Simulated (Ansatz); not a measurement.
## Te2Pt (Moncheite) in Ansatz: the effect of functional

The system is Te2Pt (Moncheite).

```
Pt Te
1.0
     4.06277    0.00000    0.00000
    -2.03138    3.51846    0.00000
     0.00000    0.00000    5.26944
Pt Te
1 2
Cartesian
  0.0000 0.0000 0.0000
  2.0314 1.1728 3.9521
  0.0000 2.3456 1.3174
```

The cell isn't the ideal one: volume scaled by 1.04.

Alike in all runs:

```yaml
Program: Ansatz 0.2.0
Task: single point
Potentials_or_basis: Ansatz PAW
k_mesh: 8 × 8 × 5
Occupations: fermi-dirac, width 0.05 eV
Spin: no spin polarisation
```

Q: One run gave: pressure -2.4 GPa; largest force 0.16 eV/Å. Which functional did it use?
A. PBEsol
B. PBE
C. LDA
D. r2SCAN

A: C.

```csv
functional,cutoff,pressure (GPa),largest force (eV/Å)
LDA,420 eV (not typed: the program's choice for these potentials),-2.4,0.16
PBE,420 eV (not typed: the program's choice for these potentials),3.9,0.54
PBEsol,420 eV (not typed: the program's choice for these potentials),-0.4,0.29
r2SCAN,500 eV (not typed: the program's choice for these potentials),2.2,0.39
```

Caveats: the PAW data sets come from PBE, with cores solved anew for the run's functional, which leaves a small shift of forces and pressure (some runs).
